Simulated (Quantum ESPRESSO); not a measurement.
# NiO2 (P-3m1) in Quantum ESPRESSO: notebook, part 2 of 2

Quantum ESPRESSO 7.5. Earlier steps stand in the parts before.

### 5 Overview

| task | level | potentials or basis | form of the LDA correlation | gap on the mesh (eV) | pressure (GPa) | moment (μB) | largest force (eV/Å) |
| --- | --- | --- | --- | --- | --- | --- | --- |
| band structure | PBEsol | GBRV 1.5 PBEsol | - | 0.92 | -4.1 | 0.00 | 0.41 |
| band structure | LDA | GBRV 1.5 LDA | PZ81 | 0.87 | -10.4 | 0.00 | 0.78 |
| single point | PBEsol | GBRV 1.5 PBEsol | - | 0.92 | -4.1 | 0.00 | 0.41 |

Alike in all rows: spin collinear, ferromagnetic start; cell as given; k mesh 11 × 11 × 6; cutoff (eV) 612; smearing fermi-dirac 0.05 eV.

Caveats: an odd mesh through Γ misses points on the zone boundary, where band edges often lie (some runs).

Absolute energies hang on the potentials; compare differences alone.
